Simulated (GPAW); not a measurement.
Here is a GPAW 26.7.0 calculation.

File run.py:

```python
from ase import Atoms
from ase.dft.bandgap import bandgap
from ase.io import write
from ase.units import GPa
from gpaw import GPAW, PW

atoms = Atoms(['Ir'],
              cell=[[0.0, 1.9156, 1.9156],
                    [1.9156, 0.0, 1.9156],
                    [1.9156, 1.9156, 0.0]],
              scaled_positions=[[0.0, 0.0, 0.0]],
              pbc=True)

calc = GPAW(mode=PW(600),
            xc='PBE',
            kpts={'size': (12, 12, 12), 'gamma': True},
            occupations={'name': 'methfessel-paxton', 'order': 0, 'width': 0.02},
            nbands=16,
            convergence={'density': 1e-05, 'energy': 1e-05},
            maxiter=150,
            txt='gpaw.txt')
atoms.calc = calc
energy = atoms.get_potential_energy()
forces = atoms.get_forces()
stress = atoms.get_stress()
calc.write('gs.gpw')
write('result.traj', atoms)
print(f'Energy: {energy:.6f} eV')
print('Forces (eV/A):')
print(forces.round(4))
print('Stress (GPa):', (stress / GPa).round(3))
print('Fermi level:', round(calc.get_fermi_level(), 4), 'eV')
print(f'Gap: {bandgap(calc)[0]:.4f} eV, direct: {bandgap(calc, direct=True)[0]:.4f} eV')
```

Potentials or basis: GPAW PAW data sets (gpaw-data 1.2.1), pw.

Run with:

```bash
$ OMP_NUM_THREADS=1 python run.py
```

Problem. Predict the band gap on the k mesh.

Solution. None (metal or under the smearing width).

Problem. Estimate the pressure.

Solution. 9.8 GPa.

Spin-orbit coupling is left out, which matters for the levels of Ir.
